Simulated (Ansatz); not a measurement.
## PbSe (Clausthalite): elastic constants with r2SCAN

**What was measured.**

A printed reference work, monograph reports, for a bulk crystal of PbSe at 4.2 K: band gap 0.15 eV (direct).

PbSe (Clausthalite):

```
CELL_PARAMETERS angstrom
0.00000 3.06065 3.06065
3.06065 0.00000 3.06065
3.06065 3.06065 0.00000
ATOMIC_POSITIONS crystal
Pb 0.00000 0.00000 0.00000
Se 0.50000 0.50000 0.50000
```

```yaml
Program: Ansatz 0.2.0
Task: elastic constants
Functional: r2SCAN
Potentials_or_basis: Ansatz PAW
Cutoff: "500 eV (not typed: the program's choice for these potentials)"
k_mesh: 6 × 6 × 6
Occupations: fermi-dirac, width 0.05 eV
Spin: no spin polarisation
Atoms_under_strain: relaxed
```

```
Pressure                        : 1.5 GPa
Band gap on the k mesh          : 0.57 eV, direct
Elastic constants C11, C12, C44 : 146, 14, 18 GPa
Voigt bulk modulus              : 58 GPa
```

Levels at points of the mesh, in eV from the valence-band top:
```csv
k point,band 11,band 12,band 13,band 14,band 15,band 16,band 17,band 18,band 19
"(0.00, 0.00, 0.00)",-14.16,-6.34,-2.05,-2.05,-2.05,5.03,5.03,5.03,6.95
"(0.00, 0.00, -0.50)",-13.06,-9.07,-1.63,-1.63,0.00,0.57,1.90,1.90,9.07
"(0.00, -0.50, -0.50)",-12.66,-7.54,-5.17,-3.41,-3.41,4.01,5.98,5.98,6.47
```

Elastic tensor in Voigt notation (GPa, in the Cartesian axes of the cell as first typed):
```
146  14  14   0   0   0
 14 146  14   0   0   0
 14  14 146   0   0   0
  0   0   0  18   0   0
  0   0   0   0  18   0
  0   0   0   0   0  18
```

Wall time 18 s on 2 threads of Arm Neoverse V1, with other jobs on the host, peak memory 0.53 GiB.

Against the measured gap of PbSe, 0.15 eV (direct; 4.2 K; a printed reference work, monograph), the calculated 0.57 eV is off by +0.42 eV. 2 values of this kind are on record (0.15 to 0.28 eV); this one was drawn at random. Spin-orbit coupling on Pb, Se is left out. The value is that of r2SCAN on a finite k mesh, which can miss the band edges, without temperature or zero-point motion.

Caveat: spin-orbit coupling is left out, which as a rule narrows the gap of such compounds by several tenths of an eV; the PAW data sets come from PBE, with cores solved anew for the run's functional, which leaves a small shift of forces and pressure.
